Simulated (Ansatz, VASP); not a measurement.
## One calculation of PbO2, two programs

The input INCAR:

```
SYSTEM = PbO2
PREC     = Accurate       ! precision mode
ENCUT    = 520            ! plane-wave cutoff, eV
EDIFF    = 1E-8           ! SCF threshold, eV
ISMEAR   = -1             ! smearing method
SIGMA    = 0.05           ! smearing width, eV
LREAL    = .False.        ! projectors in reciprocal space
LASPH    = .True.         ! aspherical terms in the spheres
NELM     = 60             ! most SCF steps
ALGO     = Normal         ! electronic algorithm
ISIF     = 2              ! what is computed and relaxed
LWAVE    = .False.        ! write WAVECAR
LCHARG   = .False.        ! write CHGCAR
GGA      = PE             ! functional
LEFG     = .True.       
NBANDS   = 20             ! bands
```

Contents of KPOINTS:

```
Automatic mesh
0
Gamma
  12 12 12
  0 0 0
```

Contents of POSCAR:

```
PbO2
1.0
    0.0000000000      2.7019920000      2.7019920000
    2.7019920000      0.0000000000      2.7019920000
    2.7019920000      2.7019920000      0.0000000000
Pb O
1 2
Direct
    0.0000000000      0.0000000000      0.0000000000
    0.2500000000      0.2500000000      0.2500000000
    0.7500000000      0.7500000000      0.7500000000
```

Input for Ansatz:

```yaml
crystal:
  lattice:
    - [0.0, 2.701992, 2.701992]
    - [2.701992, 0.0, 2.701992]
    - [2.701992, 2.701992, 0.0]
  atoms:
    - { symbol: Pb, position: [0.0, 0.0, 0.0] }
    - { symbol: O, position: [0.25, 0.25, 0.25] }
    - { symbol: O, position: [0.75, 0.75, 0.75] }
kpoints:
  mp_grid: { grid: [12, 12, 12] }
  band_path:
    path:
      - [0.0, 0.0, 0.0]
      - [0.5, 0.0, 0.5]
      - [0.625, 0.25, 0.625]
      - [0.375, 0.375, 0.75]
      - [0.0, 0.0, 0.0]
      - [0.5, 0.5, 0.5]
      - [0.5, 0.25, 0.75]
      - [0.5, 0.0, 0.5]
    npoints: 8
scf:
  occupations: { method: fermi_dirac, width: 0.05 }
hamiltonian:
  xc: pbe
  pseudopotentials: { kind: paw }
output:
  forces: true
  stress: true
  eigenvalues: true
  efg: { contact_densities: true }
  populations: true
  bader: true
  dos: { projected: true, de: 0.2, e_range: [-14, 8] }
```

Alike in both runs: task electric field gradients; functional PBE; k mesh 12 × 12 × 12; occupations fermi-dirac, width 0.05 eV; no spin polarisation.

|  | VASP | Ansatz |
| --- | --- | --- |
| version | VASP 6.6.1 | Ansatz 0.2.0 |
| potentials or method | VASP PAW PBE potentials, release 64 (Pb_d, O) | PAW with Ansatz's default frozen-core files, scalar-relativistic |
| plane-wave cutoff (eV) | 520 | 420 |
| valence electrons in the cell | 26 | 26 |

```tsv
	VASP	Ansatz	Ansatz less VASP
pressure (GPa)	0.4	0.2	-0.19
Vzz of the field gradient on the site that differs most (V/Å²)	0.0	0.0	-0.01
```

Ansatz warned: «gradients_without_spin_orbit».

The runs have no spin-orbit coupling, so splittings on Pb are missing.
